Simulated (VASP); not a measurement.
Mg:

```
CELL_PARAMETERS angstrom
4.17113 0.00000 0.00000
0.00000 4.17113 0.00000
0.00000 0.00000 4.17113
ATOMIC_POSITIONS crystal
Mg 0.00000 0.50000 0.50000
Mg 0.50000 0.00000 0.50000
Mg 0.50000 0.50000 0.00000
```

The cell was built by a generator and needn't be a form met in nature.

The cell isn't the ideal one: random cell by space group and Wyckoff sites (Pm-3m, No. 221).

- Program: VASP 6.6.1
- Task: relaxation of cell and atoms
- Functional: PBE
- Potentials or basis: VASP PAW PBE potentials, release 64 (Mg)
- Cutoff: 600 eV
- k mesh: 4 × 4 × 4
- Occupations: gaussian, width 0.1 eV
- Spin: no spin polarisation

At the start: pressure 5.0 GPa; volume 24.19 Å³/atom.

**Question.** How do energy, volume and symmetry change on relaxing?

**Answer.** Over 3 steps the energy falls by 52.5 meV/atom and the volume is 28.16 Å³/atom (+16.4 %); space group Pm-3m (No. 221, to 0.05 Å).

Step by step:
| step | energy change (eV) | largest force (eV/Å) | pressure (GPa) | volume (Å³) |
| --- | --- | --- | --- | --- |
| 1 | 0.0000 | 0.0000 | 4.99 | 72.57 |
| 2 | -0.1474 | 0.0000 | 1.08 | 80.78 |
| 3 | -0.1576 | 0.0000 | -0.15 | 84.48 |

Final structure:
```yaml
crystal:
  lattice:
    - [4.38787, 0.00000, 0.00000]
    - [0.00000, 4.38787, 0.00000]
    - [0.00000, 0.00000, 4.38787]
  atoms:
    - { symbol: Mg, position: [0.00000, 0.50000, 0.50000] }
    - { symbol: Mg, position: [0.50000, 0.00000, 0.50000] }
    - { symbol: Mg, position: [0.50000, 0.50000, 0.00000] }
```

Caveat: the k mesh is coarse (spacing up to 0.38 Å⁻¹), so the values aren't converged; the volume moved by over 15 % at a fixed basis, so the end points are rough.
